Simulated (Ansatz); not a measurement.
The system is AlCu3.

```
Cu Al
1.0
     3.63738    0.00000    0.00000
     0.00000    3.63738    0.00000
     0.00000    0.00000    3.63738
Cu Al
3 1
Direct
  0.00000 0.50000 0.50000
  0.50000 0.00000 0.50000
  0.50000 0.50000 0.00000
  0.00000 0.00000 0.00000
```

The cell comes from a database or a generator and needn't be the stable form of this composition.

| Item | Value |
| --- | --- |
| Program | Ansatz 0.2.0 |
| Task | single point |
| Functional | PBEsol |
| Potentials or basis | all-electron LAPW, scalar-relativistic |
| Cutoff | 290 eV (chosen from the basis error) |
| Basis error allowed | 0.001 eV/atom |
| k mesh | 7 × 7 × 7 |
| Occupations | fermi-dirac, width 0.05 eV |
| Spin | no spin polarisation |

On this cell: pressure -0.8 GPa; largest force zero by symmetry; band gap on the k mesh none (metal or under the smearing width).

The same run follows on a disturbed copy (atoms moved at random, drawn with an rms of 0.05 Å):

```
Cu Al
1.0
     3.63738    0.00000    0.00000
     0.00000    3.63738    0.00000
     0.00000    0.00000    3.63738
Cu Al
3 1
Cartesian
  -0.0138 1.7869 1.8659
  1.8554 0.0160 1.8602
  1.8413 1.8210 0.0284
  -0.0048 0.0120 0.0006
```

Q: What does the disturbed cell give?

A: The energy (extrapolated to zero smearing) moves by +6.3 meV/atom; pressure -0.4 GPa; largest force 0.462 eV/Å; band gap on the k mesh none (metal or under the smearing width).

Forces in eV/Å, atoms in the order of the input:
```
Cu   0.276  0.299 -0.219
Cu  -0.301 -0.195 -0.182
Cu  -0.209  0.080  0.091
Al   0.234 -0.183  0.310
```

Stress tensor (GPa, compression positive):
```
-0.45  0.14  0.06
 0.14 -0.43 -0.11
 0.06 -0.11 -0.47
```
